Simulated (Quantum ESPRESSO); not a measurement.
# AlN (F-43m) in Quantum ESPRESSO: a series of runs, part 2 of 2

Quantum ESPRESSO 7.5. Earlier steps stand in the parts before.

### Step 3. Phonons, AM05

pw.in

```
&CONTROL
  calculation = 'scf'
  prefix = 'pwscf'
  outdir = './tmp'
  pseudo_dir = './pseudo'
  tprnfor = .true.
  tstress = .true.
  disk_io = 'low'
/
&SYSTEM
  ibrav = 0
  nat = 2
  ntyp = 2
  ecutwfc = 84
  nbnd = 9
  input_dft = 'XC-000I-000I-120L-135L-000I-000I'
  occupations = 'smearing'
  smearing = 'fd'
  degauss = 0.00367493
/
&ELECTRONS
  conv_thr = 4d-10
  electron_maxstep = 120
  mixing_beta = 0.5
/
ATOMIC_SPECIES
Al    26.9815 Al.upf
N     14.0070 N.upf
CELL_PARAMETERS angstrom
   0.0000000000    2.1839935596    2.1839935596
   2.1839935596    0.0000000000    2.1839935596
   2.1839935596    2.1839935596    0.0000000000
ATOMIC_POSITIONS crystal
Al     0.0000000000    0.0000000000    0.0000000000
N      0.2500000000    0.2500000000    0.2500000000
K_POINTS automatic
6 6 6 1 1 1
```

scf2.in

```
&CONTROL
  calculation = 'scf'
  prefix = 'pwscf'
  outdir = './tmp'
  pseudo_dir = './pseudo'
  tprnfor = .true.
  tstress = .true.
  disk_io = 'low'
/
&SYSTEM
  ibrav = 0
  nat = 2
  ntyp = 2
  ecutwfc = 84
  nbnd = 9
  input_dft = 'XC-000I-000I-120L-135L-000I-000I'
  occupations = 'fixed'
/
&ELECTRONS
  conv_thr = 1d-13
  electron_maxstep = 120
  mixing_beta = 0.5
  startingpot = 'file'
  startingwfc = 'file'
/
ATOMIC_SPECIES
Al    26.9815 Al.upf
N     14.0070 N.upf
CELL_PARAMETERS angstrom
   0.0000000000    2.1839935596    2.1839935596
   2.1839935596    0.0000000000    2.1839935596
   2.1839935596    2.1839935596    0.0000000000
ATOMIC_POSITIONS crystal
Al     0.0000000000    0.0000000000    0.0000000000
N      0.2500000000    0.2500000000    0.2500000000
K_POINTS automatic
6 6 6 1 1 1
```

ph.in

```
phonons of AlN
&INPUTPH
  prefix = 'pwscf'
  outdir = './tmp'
  tr2_ph = 1d-16
  fildyn = 'dyn'
  niter_ph = 60
  alpha_mix(1) = 0.7
  epsil = .true.
/
0.0000000000 0.0000000000 0.0000000000
```

dynmat.in

```
&INPUT
  fildyn = 'dyn'
  asr = 'crystal'
  lperm = .true.
  filout = 'dynmat.disp'
  fileig = 'dynmat.eig'
/
```

dynmat_lo.in

```
&INPUT
  fildyn = 'dyn'
  asr = 'crystal'
  filout = 'dynmat_lo.disp'
  fileig = 'dynmat_lo.eig'
  q(1) = 0
  q(2) = 0
  q(3) = 1
/
```

Potentials or basis: PseudoDojo 0.4.1 SR PBE standard.

Launch:

```
$ OMP_NUM_THREADS=1 pw.x -in pw.in > pw.out
$ OMP_NUM_THREADS=1 pw.x -in scf2.in > scf2.out
$ OMP_NUM_THREADS=1 ph.x -in ph.in > ph.out
$ OMP_NUM_THREADS=1 dynmat.x -in dynmat.in > dynmat.out
$ OMP_NUM_THREADS=1 dynmat.x -in dynmat_lo.in > dynmat_lo.out
```

pw.out:

```text
This program is part of the open-source Quantum ESPRESSO suite
     for quantum simulation of materials; please cite
         "P. Giannozzi et al., J. Phys.:Condens. Matter 21 395502 (2009);
         "P. Giannozzi et al., J. Phys.:Condens. Matter 29 465901 (2017);
         "P. Giannozzi et al., J. Chem. Phys. 152 154105 (2020);
     in publications or presentations arising from this work. More details at

     IMPORTANT: XC functional enforced from input :
     Exchange-correlation= XC-000I-000I-120L-135L-000I-000I
                           (   0   0 120 135   0   0   0)
     Any further DFT definition will be discarded
     Please, verify this is what you really want

     Message from routine setup:
     using ibrav=0 with symmetry is DISCOURAGED, use correct ibrav instead

     G-vector sticks info
     --------------------
     sticks:   dense  smooth     PW     G-vecs:    dense   smooth      PW
     Sum         793     793    253                14553    14553    2637

     Using Slab Decomposition

     bravais-lattice index     =            0
     lattice parameter (alat)  =       5.8367  a.u.
     unit-cell volume          =     140.5985 (a.u.)^3
     number of atoms/cell      =            2
     number of atomic types    =            2
     number of electrons       =         8.00
     number of Kohn-Sham states=            9
     kinetic-energy cutoff     =      84.0000  Ry
     charge density cutoff     =     336.0000  Ry
     scf convergence threshold =      4.0E-10
     mixing beta               =       0.5000
     number of iterations used =            8  plain     mixing
     Exchange-correlation= XC-000I-000I-120L-135L-000I-000I
                           (   0   0 120 135   0   0   0)

     celldm(1)=   5.836671  celldm(2)=   0.000000  celldm(3)=   0.000000
     celldm(4)=   0.000000  celldm(5)=   0.000000  celldm(6)=   0.000000

     crystal axes: (cart. coord. in units of alat)
               a(1) = (   0.000000   0.707107   0.707107 )
               a(2) = (   0.707107   0.000000   0.707107 )
               a(3) = (   0.707107   0.707107   0.000000 )

     reciprocal axes: (cart. coord. in units 2 pi/alat)
               b(1) = ( -0.707107  0.707107  0.707107 )
               b(2) = (  0.707107 -0.707107  0.707107 )
               b(3) = (  0.707107  0.707107 -0.707107 )

     PseudoPot. # 1 for Al read from file:
     Al.upf
     Pseudo is Norm-conserving + core correction, Zval =  3.0
     Generated using ONCVPSP code by D. R. Hamann
     Using radial grid of 1876 points,  6 beta functions with:
                l(1) =   0
                l(2) =   0
                l(3) =   1
                l(4) =   1
                l(5) =   2
                l(6) =   2

     PseudoPot. # 2 for N  read from file:
     N.upf
     Pseudo is Norm-conserving + core correction, Zval =  5.0
     Generated using ONCVPSP code by D. R. Hamann
     Using radial grid of 1058 points,  4 beta functions with:
                l(1) =   0
                l(2) =   0
                l(3) =   1
                l(4) =   1

     atomic species   valence    mass     pseudopotential
     Al                3.00    26.98150     Al( 1.00)
     N                 5.00    14.00700     N ( 1.00)

     24 Sym. Ops. (no inversion) found

   Cartesian axes

     site n.     atom                  positions (alat units)
         1        Al     tau(   1) = (   0.0000000   0.0000000   0.0000000  )
         2        N      tau(   2) = (   0.3535534   0.3535534   0.3535534  )

     number of k points=    28  Fermi-Dirac smearing, width (Ry)=  0.0037
                       cart. coord. in units 2pi/alat
        k(    1) = (   0.0589256   0.0589256   0.0589256), wk =   0.0185185
        k(    2) = (   0.1767767   0.1767767  -0.0589256), wk =   0.0555556
        k(    3) = (   0.2946278   0.2946278  -0.1767767), wk =   0.0555556
        k(    4) = (  -0.2946278  -0.2946278   0.4124790), wk =   0.0555556
        k(    5) = (  -0.1767767  -0.1767767   0.2946278), wk =   0.0555556
        k(    6) = (  -0.0589256  -0.0589256   0.1767767), wk =   0.0555556
[... 20 lines left out ...]
        k(   27) = (   0.2946278   0.2946278   0.2946278), wk =   0.0185185
        k(   28) = (  -0.2946278  -0.2946278   0.8838835), wk =   0.0555556

     Dense  grid:    14553 G-vectors     FFT dimensions: (  36,  36,  36)

     WARNING: libxc functional with ID  120 depends
      on external parameters: check the user_guide of
      QE if you need to modify them or to check their
      default values.

     WARNING: libxc functional with ID  135 depends
      on external parameters: check the user_guide of
      QE if you need to modify them or to check their
      default values.

     Initial potential from superposition of free atoms

     starting charge       7.9975, renormalised to       8.0000
     Starting wfcs are    8 randomized atomic wfcs +    1 random wfcs

     Self-consistent Calculation

     iteration #  1     ecut=    84.00 Ry     beta= 0.50
     Davidson diagonalization with overlap
     ethr =  1.00E-02,  avg # of iterations =  6.1

     total energy              =     -25.30580091 Ry
     estimated scf accuracy    <       0.53480901 Ry
[... 64 lines left out ...]
     iteration # 11     ecut=    84.00 Ry     beta= 0.50
     Davidson diagonalization with overlap
     ethr =  1.27E-11,  avg # of iterations =  3.0

     End of self-consistent calculation

          k = 0.0589 0.0589 0.0589 (  1841 PWs)   bands (ev):

    -7.9675   6.3312   6.8965   6.8965  11.5043  19.1428  19.5264  19.5264
    23.5247
[... 73 lines left out ...]
    -5.4092   2.1173   4.8273   5.2079  10.5132  15.7511  20.5217  22.2478
    22.3413

          k =-0.5303 0.1768-0.0589 (  1829 PWs)   bands (ev):

    -5.7686   2.4619   4.6782   5.3626  12.1720  16.8426  18.7623  20.9034
    22.4387

          k =-0.4125 0.0589 0.0589 (  1826 PWs)   bands (ev):
[... 51 lines left out ...]
    -5.8125   1.4741   5.1303   6.2094  14.4449  15.6482  18.8774  19.0408
    24.7164

     the Fermi energy is     8.4234 ev

!    total energy              =     -25.46174115 Ry
     estimated scf accuracy    <          1.5E-11 Ry
     smearing contrib. (-TS)   =      -0.00000000 Ry
     internal energy E=F+TS    =     -25.46174115 Ry

     The total energy is F=E-TS. E is the sum of the following terms:
     one-electron contribution =      -0.87038939 Ry
     hartree contribution      =       5.56124591 Ry
     xc contribution           =      -8.35263846 Ry
     ewald contribution        =     -21.79995921 Ry

     convergence has been achieved in  11 iterations

     Forces acting on atoms (cartesian axes, Ry/au):

     atom    1 type  1   force =    -0.00000000   -0.00000000    0.00000000
     atom    2 type  2   force =    -0.00000000   -0.00000000    0.00000000

     Total force =     0.000000     Total SCF correction =     0.000000

     Computing stress (Cartesian axis) and pressure

          total   stress  (Ry/bohr**3)                   (kbar)     P=       20.74
   0.00014102  -0.00000000  -0.00000000           20.74       -0.00       -0.00
  -0.00000000   0.00014102  -0.00000000           -0.00       20.74       -0.00
  -0.00000000  -0.00000000   0.00014102           -0.00       -0.00       20.74

=------------------------------------------------------------------------------=
   JOB DONE.
=------------------------------------------------------------------------------=
```

Run time: 30 s. Hardware: 1 thread of AMD EPYC 9R45 (Zen 5), shared host; peak memory 0.06 GiB.

Results:

```
Free energy                                             : -346.4246 eV
Pressure after relaxing                                 : 2.1 GPa
Electronic dielectric tensor (diagonal)                 : 4.62
Born charges (mean of the diagonal)                     : Al +2.52; N -2.52 e
Highest phonon frequency at Γ, LO-TO splitting left out : 665 cm⁻¹
Most unstable mode                                      : 21i cm⁻¹
Static dielectric tensor (diagonal)                     : 8.30
```

Phonon frequencies in cm⁻¹ (negative: imaginary):
| q point | frequencies |
| --- | --- |
| (0.000, 0.000, 0.000) | -21 -21 -21 665 665 665 |

Electronic dielectric tensor:
```
4.62 0.00 0.00
0.00 4.62 0.00
0.00 0.00 4.62
```

Born effective charge tensors (e):
atom 1, Al
```
2.52 0.00 0.00
0.00 2.52 0.00
0.00 0.00 2.52
```
atom 2, N
```
-2.52  0.00  0.00
 0.00 -2.52  0.00
 0.00  0.00 -2.52
```

Optical modes at Γ, degenerate ones joined, polar ones without the macroscopic field:
| cm⁻¹ | components | symmetry | active in | IR intensity, summed ((D/Å)²/amu) |
| --- | --- | --- | --- | --- |
| 665 | 3 | T2 | IR and Raman | 47.69 |

Zone-centre frequencies without and with the macroscopic field along z (cm⁻¹):
```tsv
	optical modes in rising order
without	665 665 665
with the field	665 665 891
```

Static dielectric tensor, electrons and zone-centre modes:
```
8.30 0.00 0.00
0.00 8.30 0.00
0.00 0.00 8.30
```

Caveat: the potentials were made for another functional, which shifts forces and pressure.
